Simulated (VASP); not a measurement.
# InSe in VASP: a series of runs

One sheet, InSe, is run at these levels: PBEsol+D3(BJ); tasks: single point.

Everything below comes from runs of VASP 6.6.1. Logs are shortened: lines on timing, memory, paths and dates and some standing lists are left out, and cuts for length are marked.

**1. The sheet as given**

The cell holds a sheet with vacuum, 4 atoms: a = 3.950 Å, b = 3.950 Å, c = 34.520 Å, α = 90.00°, β = 90.00°, γ = 120.00°.

The cell was built by a generator and needn't be a form met in nature.

**2. Single point, PBEsol+D3(BJ)**

The input, INCAR:

```
SYSTEM = InSe
  ALGO = Fast
  DIPOL = 0.5 0.5 0.280
  EDIFF = 1E-6
  ENCUT = 520
  GGA = PS
  IDIPOL = 3
  ISIF = 2
  ISMEAR = 0
  IVDW = 12
  LASPH = .True.
  LCHARG = .True.
  LDIPOL = .True.
  LELF = .True.
  LREAL = .False.
  LVACPOTAV = .True.
  LVHAR = .True.
  LWAVE = .False.
  NBANDS = 27
  NELM = 100
  PREC = Accurate
  SIGMA = 0.03
```

The input, KPOINTS:

```
k-points
0
Gamma
  12 12 1
  0 0 0
```

The input, POSCAR:

```
InSe
1.0
    3.9499754729      0.0000000000      0.0000000000
   -1.9749877364      3.4207791038      0.0000000000
    0.0000000000      0.0000000000     34.5200000026
Se In
2 2
Direct
    0.6666666667      0.3333333333      0.2028583862
    0.6666666667      0.3333333333      0.3579759127
    0.3333333333      0.6666666667      0.2405375078
    0.3333333333      0.6666666667      0.3202967911
```

Potentials or basis: VASP PAW PBE potentials, release 64 (Se, In_d).

Command:

```
cat potpaw_PBE.64/Se/POTCAR potpaw_PBE.64/In_d/POTCAR > POTCAR
mpirun -np 1 vasp_std > vasp.out
```

OUTCAR:

```text
SYSTEM = InSe
   EDIFF = 1E-6
   ENCUT = 520
   GGA = PS
   ISIF = 2
   ISMEAR = 0
   IVDW = 12
   LASPH = .True.
   LREAL = .False.
   NELM = 100
   PREC = Accurate
 IVDW          = 12

 ion  position               nearest neighbor table
   1  0.667  0.333  0.203-   3 2.63   3 2.63   3 2.63
   2  0.667  0.333  0.358-   4 2.63   4 2.63   4 2.63
   3  0.333  0.667  0.241-   1 2.63   1 2.63   1 2.63   4 2.75
   4  0.333  0.667  0.320-   2 2.63   2 2.63   2 2.63   3 2.75

  LATTYP: Found a hexagonal cell.
 ALAT       =     3.9499754729
 C/A-ratio  =     8.7392947727

  Lattice vectors:

 A1 = (   3.9499754729,   0.0000000000,   0.0000000000)
 A2 = (  -1.9749877364,   3.4207791038,   0.0000000000)
 A3 = (   0.0000000000,   0.0000000000,  34.5200000026)

Analysis of symmetry for initial positions (statically):
=====================================================================
 Subroutine PRICEL returns:
 Original cell was already a primitive cell.

 Routine SETGRP: Setting up the symmetry group for a
 hexagonal supercell.

 Subroutine GETGRP returns: Found 12 space group operations
 (whereof  6 operations were pure point group operations)
 out of a pool of 24 trial point group operations.

The static configuration has the point symmetry C_3v.
 The point group associated with its full space group is D_3h.

Analysis of symmetry for dynamics (positions and initial velocities):
=====================================================================
 Subroutine PRICEL returns:
 Original cell was already a primitive cell.

 Routine SETGRP: Setting up the symmetry group for a
 hexagonal supercell.

 Subroutine GETGRP returns: Found 12 space group operations
 (whereof  6 operations were pure point group operations)
 out of a pool of 24 trial point group operations.

The dynamic configuration has the point symmetry C_3v.
 The point group associated with its full space group is D_3h.

 Subroutine INISYM returns: Found 12 space group operations
 (whereof  6 operations are pure point group operations),
 and found     1 'primitive' translations

----------------------------------------------------------------------------------------

                                     Primitive cell

  volume of cell :     466.4340

  direct lattice vectors                    reciprocal lattice vectors
     3.949975473  0.000000000  0.000000000     0.253166129  0.146165533  0.000000000
[... 90 lines left out ...]
   ISIF   =      2    stress and relaxation
   ISYM   =      2    0-nonsym 1-usesym 2-fastsym
   POTIM  = 0.5000    time-step for ionic-motion
   TEBEG  =    0.0;   TEEND  =   0.0 temperature during run
   PSTRESS=    0.0 pullay stress
   NELECT =      38.0000    total number of electrons
   NUPDOWN=      -1.0000    fix difference up-down
   EMIN   =  10.00;   EMAX   =-10.00  energy-range for DOS
   EFERMI =   0.00;   METHOD = LEGACY
   ISMEAR =     0;   SIGMA  =   0.03  broadening in eV -4-tet -1-fermi 0-gaus
   EFERMI_NEDOS =   21; number of points for ismear=-14 and -15
   IALGO  =     68    algorithm
   IMIX   =      4    mixing-type and parameters
     AMIX     =   0.40;   BMIX     =  1.00
     AMIX_MAG =   1.60;   BMIX_MAG =  1.00
  volume/ion in A,a.u.               =     116.61       786.91
  Fermi-wavevector in a.u.,A,eV,Ry     =   0.709696  1.341132  6.852833  0.503669
  Thomas-Fermi vector in A             =   1.796347
   LORBIT       =      0    0 simple, 1 ext, 2 COOP (PROOUT), +10 PAW based schemes
   GGA     = PS    functional components
   LHFCALC =     F    Hartree Fock is set to
   AEXX    =    0.0000 exact exchange contribution
   IVDW    =    12    specifies the selected vdW correction
   LEPSILON=     F    determine dielectric tensor
   LRPA    =     F    only Hartree local field effects (RPA)
 non-spin polarized calculation
 RMM-DIIS sequential band-by-band and
 Gauss-broadening in eV      SIGMA  =   0.03
  energy-cutoff  :      520.00
  volume of cell :      466.43
 maximum number of plane-waves:     12655
 NGX is ok and might be reduce to    30
   NGX = 15   NGY = 15   NGZ =129

 dipolmoment           0.000000      0.000000     -0.000000 electrons x Angstroem

 number of electron      37.9999990 magnetization

 dipolmoment           0.000000      0.000000      0.000005 electrons x Angstroem

 Free energy of the ion-electron system (eV)
  ---------------------------------------------------
  ext. energy  EPLUGINS =         0.00000000
  ---------------------------------------------------
  free energy    TOTEN  =       -15.54870868 eV

  energy without entropy =      -15.54870868  energy(sigma->0) =      -15.54870868

 E-fermi :  -3.5888     XC(G=0):  -2.5439

 val. band max:       -3.7592922991   @ k =   0.1667   0.0000   0.0000
 cond. band min:      -1.9244291648   @ k =   0.0000   0.0000   0.0000
 fundamental gap:      1.8348631343
 Fermi energy:        -3.5888063631

 k-point     1 :       0.0000    0.0000    0.0000
  band No.  band energies     occupation
      1     -17.6906      2.00000
      2     -17.4821      2.00000
      3     -17.4821      2.00000
      4     -17.3870      2.00000
      5     -17.3870      2.00000
      6     -17.3779      2.00000
[... 559 lines left out ...]
     26       4.1366      0.00000
     27       4.5644      0.00000

------------------------ aborting loop because EDIFF is reached ----------------------------------------

 Edisp (eV)   -0.83411

 E8    (eV) :    -0.5867

  FORCE on cell =-STRESS in cart. coord.  units (eV):
  Direction    XX          YY          ZZ          XY          YZ          ZX
  --------------------------------------------------------------------------------------
  -------------------------------------------------------------------------------------
  Total       0.04582     0.04582     0.03117     0.00000     0.00000     0.00000
  in kB       0.15738     0.15738     0.10705     0.00000     0.00000     0.00000
  external pressure =        0.14 kB  Pullay stress =        0.00 kB

 VOLUME and BASIS-vectors are now :
 -----------------------------------------------------------------------------
  energy-cutoff  :      520.00
  volume of cell :      466.43
      direct lattice vectors                 reciprocal lattice vectors
     3.949975473  0.000000000  0.000000000     0.253166129  0.146165533  0.000000000
    -1.974987736  3.420779104  0.000000000     0.000000000  0.292331065  0.000000000
     0.000000000  0.000000000 34.520000003     0.000000000  0.000000000  0.028968714

 POSITION                                       TOTAL-FORCE (eV/Angst)
 -----------------------------------------------------------------------------------
      1.97499      1.14026      7.00267         0.000000      0.000000     -0.020240
      1.97499      1.14026     12.35733         0.000000      0.000000      0.020240
     -0.00000      2.28052      8.30335        -0.000000     -0.000000      0.019438
     -0.00000      2.28052     11.05665        -0.000000     -0.000000     -0.019438
 -----------------------------------------------------------------------------------
    total drift:                               -0.000000      0.000000      0.000040

  FREE ENERGIE OF THE ION-ELECTRON SYSTEM (eV)
  ---------------------------------------------------
  free  energy   TOTEN  =       -16.3828167381 eV

  energy  without entropy=      -16.3828167381  energy(sigma->0) =      -16.38281674

 vacuum level on the upper side and lower side of the slab         2.298         2.298
```

OSZICAR:

```text
N       E                     dE             d eps       ncg     rms          rms(c)
DAV:   1     0.299775834308E+03    0.29978E+03   -0.14754E+04  1138   0.107E+03
DAV:   2     0.189942857518E+02   -0.28078E+03   -0.27593E+03  1236   0.269E+02
DAV:   3    -0.148801466469E+02   -0.33874E+02   -0.33602E+02  1356   0.118E+02
[... 32 lines left out ...]
RMM:  36    -0.155486969587E+02   -0.10411E-05   -0.58862E-07   818   0.687E-03    0.184E-02
RMM:  37    -0.155487002205E+02   -0.32618E-05   -0.21867E-06  1048   0.894E-03    0.705E-03
RMM:  38    -0.155487056738E+02   -0.54533E-05   -0.18670E-06   983   0.775E-03    0.309E-03
RMM:  39    -0.155487077976E+02   -0.21238E-05   -0.48792E-07   837   0.645E-03    0.456E-03
RMM:  40    -0.155487086797E+02   -0.88210E-06   -0.26560E-07   755   0.429E-03
   1 F= -.16382817E+02 E0= -.16382817E+02  d E =-.975280E-17
```

Wall time 15 min (1 thread of Intel Xeon Platinum 8259CL at 2.50GHz (Skylake/Cascade Lake), shared host); peak memory 0.68 GiB.

What came out:

```
Free energy                            : -16.3828 eV
Largest force                          : 0.020 eV/Å
Band gap on the k mesh                 : 1.83 eV, indirect (least direct gap 1.92 eV)
Dispersion energy per atom             : -0.209 eV
Ionisation potential of the upper face : 6.06 eV
```

Forces in eV/Å, atoms in the order of the input:
```
Se   0.000  0.000 -0.020
Se   0.000  0.000  0.020
In   0.000  0.000  0.019
In   0.000  0.000 -0.019
```

Caveat: the PAW data sets were made with another functional, which shifts forces and pressure a little; spin-orbit coupling is left out, which moves the levels of the heavy elements.

**3. Single point, PBEsol+D3(BJ)**

This run uses another cell than the first one, of 68.75 Å³/atom, 0.590 times its volume.

The input, INCAR:

```
SYSTEM = InSe
ALGO = Fast
DIPOL = 0.5 0.5 0.500
EDIFF = 1E-6
ENCUT = 520
GGA = PS
IDIPOL = 3
ISIF = 2
ISMEAR = 0
IVDW = 12
LASPH = .TRUE.
LCHARG = .FALSE.
LDIPOL = .TRUE.
LREAL = .FALSE.
LWAVE = .FALSE.
NBANDS = 27
NELM = 100
PREC = Accurate
SIGMA = 0.03
```

The input, KPOINTS:

```
k-points
0
G
  12 12 1
  0 0 0
```

The input, POSCAR:

```
InSe
1.0
    4.0500000000      0.0000000000      0.0000000000
   -2.0250000000      3.5074028853      0.0000000000
    0.0000000000      0.0000000000     19.3600000000
Se In
2 2
Direct
    0.6666670000      0.3333330000      0.3615702479
    0.6666670000      0.3333330000      0.6384297521
    0.3333330000      0.6666670000      0.4276859504
    0.3333330000      0.6666670000      0.5723140496
```

Potentials or basis: VASP PAW PBE potentials, release 64 (Se, In_d).

Command:

```
cat potpaw_PBE.64/Se/POTCAR potpaw_PBE.64/In_d/POTCAR > POTCAR
mpirun -np 1 vasp_std > vasp.out
```

It took 4.2 min on 1 thread of Intel Xeon Platinum 8259CL at 2.50GHz (Skylake/Cascade Lake), shared host; peak memory 0.43 GiB.

The run converged. Its results:

```yaml
Free_energy: -16.3373 eV
Largest_force: 0.209 eV/Å
Band_gap_on_the_k_mesh: 1.45 eV, indirect (least direct gap 1.52 eV)
Dispersion_energy_per_atom: -0.199 eV
```

Forces in eV/Å, atoms in the order of the input:
```
Se   0.000  0.000  0.209
Se   0.000  0.000 -0.209
In   0.000  0.000  0.008
In   0.000  0.000 -0.008
```

Levels at points of the mesh, in eV from the valence-band top:
| k point | band 16 | band 17 | band 18 | band 19 | band 20 | band 21 | band 22 | band 23 |
| --- | --- | --- | --- | --- | --- | --- | --- | --- |
| (0.00, 0.00, 0.00) | -0.55 | -0.47 | -0.47 | -0.07 | 1.45 | 2.61 | 4.93 | 4.93 |
| (0.50, 0.00, 0.00) | -1.58 | -1.56 | -1.40 | -0.95 | 2.21 | 2.22 | 4.11 | 4.42 |

Caveat: the PAW data sets were made with another functional, which shifts forces and pressure a little; spin-orbit coupling is left out, which moves the levels of the heavy elements.
